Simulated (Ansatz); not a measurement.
# In: stress in a strained cell

In is deformed so: equal xx and yy strain of -1 %. What stress and forces result, by LAPW, PAW and all-electron datasets made for the crystal?

Program: Ansatz 0.2.0. Level of theory: DFT PBE, scalar-relativistic. These are calculated values, not measurements.

## (1) Starting point

It takes space group R-3m (No. 166, trigonal). The conventional cell has a = 3.339 Å, b = 3.339 Å, c = 24.622 Å, α = 90.00°, β = 90.00°, γ = 120.00°. Around In (site symmetry -3m) lie 12 In at 3.34 to 3.35 Å. In (site symmetry 3m) has 12 In at 3.34 to 3.35 Å as nearest neighbours.

Coordinates:

```cif
data_structure
_symmetry_space_group_name_H-M 'R-3m:H'
_symmetry_Int_Tables_number 166
_cell_length_a 3.3393
_cell_length_b 3.3393
_cell_length_c 24.6224
_cell_angle_alpha 90.000
_cell_angle_beta 90.000
_cell_angle_gamma 120.000
_cell_volume 237.77
loop_
_atom_site_label
_atom_site_type_symbol
_atom_site_symmetry_multiplicity
_atom_site_Wyckoff_symbol
_atom_site_fract_x
_atom_site_fract_y
_atom_site_fract_z
_atom_site_occupancy
In1 In 3 a 0.00000 0.00000 0.00000 1
In2 In 6 c 0.00000 0.00000 0.77801 1
```

The file gives the conventional cell by its symmetry; the runs use the cell typed in the input.

Atoms are numbered in the order of the input: In1, In2, In3.

## (2) The deformed structure

Space group R-3m before, R-3m after.

## (3) LAPW, all electrons

input.yaml

```yaml
crystal:
  lattice:
    - [1.6529404484, 0.9543256128, 8.20746325]
    - [-1.6529404484, 0.9543256128, 8.20746325]
    - [0.0, -1.9086512257, 8.20746325]
  atoms:
    - { symbol: In, position: [0.0, 0.0, 0.0] }
    - { symbol: In, position: [0.77801224, 0.77801224, 0.77801224] }
    - { symbol: In, position: [0.22198776, 0.22198776, 0.22198776] }
kpoints:
  mp_grid: { grid: [14, 14, 14] }
  band_path:
    path:
      - [0.0, 0.0, 0.0]
      - [0.5, 0.5, 0.5]
      - [0.8243200296, 0.1756799704, 0.5]
      - [0.5, -0.1756799704, 0.1756799704]
      - [0.5, 0.0, 0.0]
      - [0.0, 0.0, 0.0]
      - [0.3378399852, -0.3378399852, 0.0]
      - [0.6621600148, 0.0, 0.3378399852]
      - [0.5, 0.0, 0.5]
    npoints: 5
scf:
  occupations: { method: fermi_dirac, width: 0.05 }
hamiltonian:
  xc: pbe
  pseudopotentials: { kind: all_electron, lapw: { basis_error: 0.0005 } }
output:
  forces: true
  stress: true
  eigenvalues: true
```

Command:

```bash
$ ansatz run input.yaml --threads 1 --pin off --max-ram 6144MiB --backend cpu --events-out ev --progress --plain --runs-dir out
```

## (4) Frozen-core PAW

input.yaml

```yaml
crystal:
  lattice:
    - [1.6529404484, 0.9543256128, 8.20746325]
    - [-1.6529404484, 0.9543256128, 8.20746325]
    - [0.0, -1.9086512257, 8.20746325]
  atoms:
    - { symbol: In, position: [0.0, 0.0, 0.0] }
    - { symbol: In, position: [0.77801224, 0.77801224, 0.77801224] }
    - { symbol: In, position: [0.22198776, 0.22198776, 0.22198776] }
kpoints:
  mp_grid: { grid: [14, 14, 14] }
scf:
  occupations: { method: fermi_dirac, width: 0.05 }
hamiltonian:
  xc: pbe
  pseudopotentials: { kind: paw }
output:
  forces: true
  stress: true
  eigenvalues: true
  efg: { contact_densities: true }
```

## (5) All-electron PAW on datasets made for the crystal

Edit input.yaml of step 4 so:

```diff
@@ -15,3 +15,3 @@
   xc: pbe
-  pseudopotentials: { kind: paw }
+  pseudopotentials: { kind: all_electron, datasets: crystal }
 output:
```

(Steps that only read results are left out.)

Q: Predict the outcome of this session. Wanted: pressure; largest shear or deviatoric stress.

The runs gave:

```
                                 quantity                                           value
                                 pressure  LAPW 2.61, PAW 2.61, crystal datasets 2.61 GPa
largest shear or deviatoric stress (LAPW)                                        0.19 GPa
```

What this shows: The largest part of the stress beyond the pressure is 0.19 GPa in size, in the zz component; the atoms are carried along and not relaxed. No run of the undeformed cell stands beside it, so the pressure holds what the given cell had before the change. PAW: stress within 0.01 GPa of LAPW, forces within 1 meV/Å. Crystal datasets: stress within 0.01 GPa of LAPW, forces within 1 meV/Å.
